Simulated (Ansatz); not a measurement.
Runs of Ansatz 0.2.0 on Pb. It takes space group Fm-3m (No. 225, cubic). Conventional cell: a = 4.950 Å, b = 4.950 Å, c = 4.950 Å, α = 90.00°, β = 90.00°, γ = 90.00°. Pb (site symmetry m-3m) is surrounded by 12 Pb at 3.50 Å. 

| task | level | potentials or basis | spin | cell | k mesh | cutoff (eV) | smearing | driver | mesh quality | gap on the mesh (eV) | pressure (GPa) |
| --- | --- | --- | --- | --- | --- | --- | --- | --- | --- | --- | --- |
| density of states | m-r2SCAN | JTH PAW | off | as given | 9 × 9 × 9 | 1800 | methfessel-paxton 0.15 eV | chain | not flagged | none | 1.3 |
| density of states | rPW86-PBE+D3(BJ) | SPMS NC | off | as given | 9 × 9 × 9 | 381 | gaussian 0.15 eV | chain | not flagged | none | 2.0 |
| single point | m-r2SCAN | SSSP precision PAW | off | cell strained at random at fixed volume | 7 × 7 × 7 | 612 | fermi-dirac 0.05 eV | chain | not flagged | none | 1.9 |
| density of states | BLYP+D4 | Ansatz PAW polarizable | collinear, random start | as given | 9 × 9 × 9 | 420 | fermi-dirac 0.1 eV | chain | not flagged | none | (a) |

Q: Fill in the values left out.

A: (a) 1.8.

Caveats: the potentials were made for another functional, which shifts forces and pressure (some runs); pairwise dispersion overbinds metals, which lowers pressure and volume (some runs); the PAW data sets were made with another functional, which shifts forces and pressure a little (some runs); the starting moments weren't kept (some runs).

A k mesh can miss the band edges, and the runs leave out spin-orbit coupling on Pb.

A gap of «none» marks a metal or a gap under the smearing width.

Runs at the PBE level aren't shown here.
